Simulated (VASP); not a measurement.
# BaTiO3 (Pm-3m) in VASP: notebook

Runs on BaTiO3. Level: PBE. Tasks: single point.

All numbers are computed with VASP 6.6.1; they aren't measurements. Logs are shortened: lines on timing, memory, paths and dates and some standing lists are left out, and cuts for length are marked.

### Step 1. Starting point

Symmetry: Pm-3m, No. 221, cubic system. The conventional cell has a = 4.006 Å, b = 4.006 Å, c = 4.006 Å, α = 90.00°, β = 90.00°, γ = 90.00°. Around Ba (site symmetry m-3m) lie 12 O at 2.83 Å. Around Ti (site symmetry m-3m) lie 6 O at 2.00 Å. O (site symmetry 4/mmm) has 2 Ti at 2.00 Å as nearest neighbours.

### Step 2. Single point, PBE

Contents of INCAR:

```
PREC = Accurate
ENCUT = 900
EDIFF = 1E-7
ISMEAR = 0
SIGMA = 0.05
LREAL = F
LASPH = T
NELM = 100
ALGO = Normal
ISIF = 2
LWAVE = F
LCHARG = F
GGA = PE
NBANDS = 28
ADDGRID = F
```

Contents of KPOINTS:

```
regular mesh
0
Gamma
  4 4 4
```

Contents of POSCAR:

```
BaTiO3
1.0
    4.0060000000      0.0000000000      0.0000000000
    0.0000000000      4.0060000000      0.0000000000
    0.0000000000      0.0000000000      4.0060000000
Ba Ti O
1 1 3
Direct
    0.5000000000      0.5000000000      0.5000000000
    0.0000000000      0.0000000000      0.0000000000
    0.0000000000      0.0000000000      0.5000000000
    0.0000000000      0.5000000000      0.0000000000
    0.5000000000      0.0000000000      0.0000000000
```

Potentials or basis: VASP PAW PBE potentials, release 64 (Ba_sv, Ti_sv, O).

The run is started by

```console
$ cat potpaw_PBE.64/Ba_sv/POTCAR potpaw_PBE.64/Ti_sv/POTCAR potpaw_PBE.64/O/POTCAR > POTCAR
$ mpirun -np 1 vasp_std > vasp.out
```

OUTCAR:

```text
PREC = Accurate
   ENCUT = 900
   EDIFF = 1E-7
   ISMEAR = 0
   LREAL = F
   LASPH = T
   NELM = 100
   ISIF = 2
   GGA = PE

 Found     10 irreducible k-points:

 Following reciprocal coordinates:
            Coordinates               Weight
  0.000000  0.000000  0.000000      1.000000
  0.250000  0.000000  0.000000      6.000000
  0.500000  0.000000  0.000000      3.000000
  0.250000  0.250000  0.000000     12.000000
  0.500000  0.250000  0.000000     12.000000
  0.500000  0.500000  0.000000      3.000000
   k-points           NKPTS =     10   k-points in BZ     NKDIM =     10   number of bands    NBANDS=     28
   number of dos      NEDOS =    301   number of ions     NIONS =      5
   total plane-waves  NPLWV =  64000
   dimension x,y,z NGX =    40 NGY =   40 NGZ =   40
   dimension x,y,z NGXF=    80 NGYF=   80 NGZF=   80
   ions per type =               1   1   3
   NGX,Y,Z   is equivalent  to a cutoff of  16.60, 16.60, 16.60 a.u.
   NGXF,Y,Z  is equivalent  to a cutoff of  33.20, 33.20, 33.20 a.u.
 SYSTEM =  unknown system
   PREC   = accura    normal or accurate (medium, high low for compatibility)
   ISTART =      0    job   : 0-new  1-cont  2-samecut
   ICHARG =      2    charge: 1-file 2-atom 10-const
   ISPIN  =      1    spin polarized calculation?
   LNONCOLLINEAR =      F non collinear calculations
   LSORBIT =      F    spin-orbit coupling
   LASPH  =      T    aspherical Exc in radial PAW
   ENCUT  =  900.0 eV  66.15 Ry    8.13 a.u.   9.80  9.80  9.80*2*pi/ulx,y,z
   NELM   =    100;   NELMIN=  2; NELMDL= -5     # of ELM steps
   EDIFF  = 0.1E-06   stopping-criterion for ELM
   LREAL  =      F    real-space projection
   EDIFFG = 0.1E-05   stopping-criterion for IOM
   NSW    =      0    number of steps for IOM
   IBRION =     -1    ionic relax: 0-MD 1-quasi-New 2-CG
   NFREE  =      0    steps in history (QN), initial steepest desc. (CG)
   ISIF   =      2    stress and relaxation
   ISYM   =      2    0-nonsym 1-usesym 2-fastsym
   POTIM  = 0.5000    time-step for ionic-motion
   TEBEG  =    0.0;   TEEND  =   0.0 temperature during run
   PSTRESS=    0.0 pullay stress
   NELECT =      40.0000    total number of electrons
   NUPDOWN=      -1.0000    fix difference up-down
   EMIN   =  10.00;   EMAX   =-10.00  energy-range for DOS
   EFERMI =   0.00;   METHOD = LEGACY
   ISMEAR =     0;   SIGMA  =   0.05  broadening in eV -4-tet -1-fermi 0-gaus
   EFERMI_NEDOS =   21; number of points for ismear=-14 and -15
   IALGO  =     38    algorithm
   IMIX   =      4    mixing-type and parameters
     AMIX     =   0.40;   BMIX     =  1.00
     AMIX_MAG =   1.60;   BMIX_MAG =  1.00
  volume/ion in A,a.u.               =      12.86        86.77
  Fermi-wavevector in a.u.,A,eV,Ry     =   1.397603  2.641087 26.576187  1.953295
  Thomas-Fermi vector in A             =   2.520843
   LORBIT       =      0    0 simple, 1 ext, 2 COOP (PROOUT), +10 PAW based schemes
   GGA     = PE    functional components
   LHFCALC =     F    Hartree Fock is set to
   AEXX    =    0.0000 exact exchange contribution
   IVDW    =     0    specifies the selected vdW correction
   LEPSILON=     F    determine dielectric tensor
   LRPA    =     F    only Hartree local field effects (RPA)
 non-spin polarized calculation
 Gauss-broadening in eV      SIGMA  =   0.05
  energy-cutoff  :      900.00
  volume of cell :       64.29
 maximum number of plane-waves:      3952
 NGX is ok and might be reduce to    40
   NGX = 19   NGY = 19   NGZ = 19

 number of electron      40.0000004 magnetization

 Free energy of the ion-electron system (eV)
  ---------------------------------------------------
  ext. energy  EPLUGINS =         0.00000000
  ---------------------------------------------------
  free energy    TOTEN  =       -39.97480023 eV

  energy without entropy =      -39.97480023  energy(sigma->0) =      -39.97480023

 E-fermi :   4.1247     XC(G=0): -11.2459

 val. band max:        3.8141248422   @ k =   0.5000   0.5000   0.5000
 cond. band min:       5.5366784162   @ k =   0.0000   0.0000   0.0000
 fundamental gap:      1.7225535740
 Fermi energy:         4.1247117570

 k-point     1 :       0.0000    0.0000    0.0000
  band No.  band energies     occupation
      1     -52.8608      2.00000
      2     -29.0687      2.00000
      3     -29.0687      2.00000
      4     -29.0687      2.00000
      5     -21.0046      2.00000
      6     -13.0702      2.00000
[... 20 lines left out ...]
     27       8.8620      0.00000
     28      11.1731      0.00000

 k-point     2 :       0.2500    0.0000    0.0000
  band No.  band energies     occupation
      1     -52.8603      2.00000
      2     -29.0944      2.00000
      3     -29.0677      2.00000
      4     -29.0677      2.00000
      5     -20.9464      2.00000
      6     -13.1403      2.00000
[... 20 lines left out ...]
     27       9.9794      0.00000
     28      12.1703      0.00000

 k-point     3 :       0.5000    0.0000    0.0000
  band No.  band energies     occupation
      1     -52.8598      2.00000
      2     -29.1199      2.00000
      3     -29.0667      2.00000
      4     -29.0667      2.00000
      5     -20.8867      2.00000
      6     -13.2931      2.00000
[... 20 lines left out ...]
     27      11.3997      0.00000
     28      12.0009      0.00000

 k-point     4 :       0.2500    0.2500    0.0000
  band No.  band energies     occupation
      1     -52.8598      2.00000
      2     -29.0935      2.00000
      3     -29.0927      2.00000
      4     -29.0668      2.00000
      5     -20.8983      2.00000
      6     -13.0345      2.00000
[... 20 lines left out ...]
     27      11.0652      0.00000
     28      12.3770      0.00000

 k-point     5 :       0.5000    0.2500    0.0000
  band No.  band energies     occupation
      1     -52.8594      2.00000
      2     -29.1183      2.00000
      3     -29.0918      2.00000
      4     -29.0658      2.00000
      5     -20.8491      2.00000
      6     -13.0340      2.00000
[... 20 lines left out ...]
     27      12.3853      0.00000
     28      12.5374      0.00000

 k-point     6 :       0.5000    0.5000    0.0000
  band No.  band energies     occupation
      1     -52.8589      2.00000
      2     -29.1166      2.00000
      3     -29.1166      2.00000
      4     -29.0649      2.00000
      5     -20.8107      2.00000
      6     -12.7114      2.00000
[... 20 lines left out ...]
     27      12.0160      0.00000
     28      13.6657      0.00000

 [... further k-points ...]
[... 5 lines left out ...]
  --------------------------------------------------------------------------------------
  -------------------------------------------------------------------------------------
  Total        1.4291559      1.4291559      1.4291559     -0.0000000     -0.0000000      0.0000000
  in kB       35.6170009     35.6170009     35.6170009     -0.0000000     -0.0000000      0.0000000
  external PRESSURE =      35.6170009 kB  Pullay stress =       0.0000000 kB

 VOLUME and BASIS-vectors are now :
 -----------------------------------------------------------------------------
  energy-cutoff  :      900.00
  volume of cell :       64.29
      direct lattice vectors                 reciprocal lattice vectors
     4.006000000  0.000000000  0.000000000     0.249625562  0.000000000  0.000000000
     0.000000000  4.006000000  0.000000000     0.000000000  0.249625562  0.000000000
     0.000000000  0.000000000  4.006000000     0.000000000  0.000000000  0.249625562

 POSITION                                       TOTAL-FORCE (eV/Angst)
 -----------------------------------------------------------------------------------
      2.00300      2.00300      2.00300         0.000000      0.000000      0.000000
      0.00000      0.00000      0.00000         0.000000      0.000000      0.000000
      0.00000      0.00000      2.00300         0.000000      0.000000      0.000000
      0.00000      2.00300      0.00000         0.000000      0.000000      0.000000
      2.00300      0.00000      0.00000         0.000000      0.000000      0.000000
 -----------------------------------------------------------------------------------
    total drift:                                0.000000      0.000000     -0.000000

  FREE ENERGIE OF THE ION-ELECTRON SYSTEM (eV)
  ---------------------------------------------------
  free  energy   TOTEN  =       -39.9748002281 eV

  energy  without entropy=      -39.9748002281  energy(sigma->0) =      -39.97480023
```

Run time: 27 s. Hardware: 1 thread of Intel Xeon 6975P-C (Granite Rapids), shared host; peak memory 0.26 GiB.

The run converged, but some of its settings lie outside the range that counts as converged, so its numbers aren't taken as properties of the crystal.

What came out:

* Free energy: -39.9748 eV
* Pressure: 3.6 GPa
* Band gap on the k mesh: 1.72 eV, indirect (least direct gap 1.87 eV)

Caveat: spin-orbit coupling is left out, which moves the levels of the heavy elements.

### Step 3. Single point, PBE

Edit INCAR of step 2 so:

```diff
@@ -1,3 +1,3 @@
 PREC = Accurate
-ENCUT = 900
+ENCUT = 340
 EDIFF = 1E-7
```

Contents of KPOINTS:

```
regular mesh
0
Gamma
  7 7 7
```

POSCAR is that of step 2.

Potentials or basis: VASP PAW PBE potentials, release 64 (Ba_sv, Ti_sv, O).

The run is started by

```console
$ cat potpaw_PBE.64/Ba_sv/POTCAR potpaw_PBE.64/Ti_sv/POTCAR potpaw_PBE.64/O/POTCAR > POTCAR
$ mpirun -np 1 vasp_std > vasp.out
```

OUTCAR:

```text
PREC = Accurate
   ENCUT = 340
   EDIFF = 1E-7
   ISMEAR = 0
   LREAL = F
   LASPH = T
   NELM = 100
   ISIF = 2
   GGA = PE

 Found     20 irreducible k-points:

 Following reciprocal coordinates:
            Coordinates               Weight
  0.000000  0.000000  0.000000      1.000000
  0.142857  0.000000  0.000000      6.000000
  0.285714  0.000000  0.000000      6.000000
  0.428571  0.000000  0.000000      6.000000
[... 260 lines left out ...]
     28      12.4136      0.00000

 [... further k-points ...]
[... 5 lines left out ...]
  --------------------------------------------------------------------------------------
  -------------------------------------------------------------------------------------
  Total       -5.5769851     -5.5769851     -5.5769851     -0.0000000      0.0000000      0.0000000
  in kB     -138.9879763   -138.9879763   -138.9879763     -0.0000000      0.0000000      0.0000000
  external PRESSURE =    -138.9879763 kB  Pullay stress =       0.0000000 kB

 VOLUME and BASIS-vectors are now :
 -----------------------------------------------------------------------------
  energy-cutoff  :      340.00
  volume of cell :       64.29
      direct lattice vectors                 reciprocal lattice vectors
     4.006000000  0.000000000  0.000000000     0.249625562  0.000000000  0.000000000
     0.000000000  4.006000000  0.000000000     0.000000000  0.249625562  0.000000000
     0.000000000  0.000000000  4.006000000     0.000000000  0.000000000  0.249625562

 POSITION                                       TOTAL-FORCE (eV/Angst)
 -----------------------------------------------------------------------------------
      2.00300      2.00300      2.00300         0.000000      0.000000      0.000000
      0.00000      0.00000      0.00000         0.000000      0.000000      0.000000
      0.00000      0.00000      2.00300         0.000000      0.000000      0.000000
      0.00000      2.00300      0.00000         0.000000      0.000000      0.000000
      2.00300      0.00000      0.00000         0.000000      0.000000      0.000000
 -----------------------------------------------------------------------------------
    total drift:                                0.000000      0.000000     -0.000000

  FREE ENERGIE OF THE ION-ELECTRON SYSTEM (eV)
  ---------------------------------------------------
  free  energy   TOTEN  =       -40.1292946803 eV

  energy  without entropy=      -40.1292946803  energy(sigma->0) =      -40.12929468
```

Wall time 8.7 s (1 thread of Intel Xeon 6975P-C (Granite Rapids), shared host); peak memory 0.15 GiB.

The run converged, but a check on its numbers failed (symmetry, net force, bounds or a known fault of this set-up), so they aren't taken as properties of the crystal.

Caveat: the cutoff lies under the usual one of these potentials, so the numbers hold a large basis-set error; spin-orbit coupling is left out, which moves the levels of the heavy elements; an odd mesh through Γ misses points on the zone boundary, where band edges often lie.

### Step 4. Single point, PBE

Edit INCAR of step 3 so:

```diff
@@ -1,3 +1,3 @@
 PREC = Accurate
-ENCUT = 340
+ENCUT = 460
 EDIFF = 1E-7
```

KPOINTS is that of step 3.

POSCAR is that of step 3.

The run is started by

```console
$ cat potpaw_PBE.64/Ba_sv/POTCAR potpaw_PBE.64/Ti_sv/POTCAR potpaw_PBE.64/O/POTCAR > POTCAR
$ mpirun -np 1 vasp_std > vasp.out
```

Wall time 16 s (1 thread of Intel Xeon 6975P-C (Granite Rapids), shared host); peak memory 0.17 GiB.

The run converged, but some of its settings lie outside the range that counts as converged, so its numbers aren't taken as properties of the crystal.

Results:

- Free energy: -39.9786 eV
- Pressure: 2.6 GPa
- Band gap on the k mesh: 1.80 eV, indirect (least direct gap 1.89 eV)

Caveat: the cutoff is under 1.25 times the usual one of these potentials, so pressure, stress and relaxed cells hold a basis-set (Pulay) error; spin-orbit coupling is left out, which moves the levels of the heavy elements; an odd mesh through Γ misses points on the zone boundary, where band edges often lie.

### Step 5. For comparison

An earlier run on the cell as given: functional PBEsol; potentials or basis VASP PAW PBE potentials, release 64 (Ba_sv, Ti_sv, O); cutoff 520 eV; k mesh 7 × 7 × 7; occupations fermi-dirac, width 0.05 eV; no spin polarisation.

- Pressure: -2.8 GPa
- Band gap on the k mesh: 1.76 eV, indirect (least direct gap 1.84 eV)
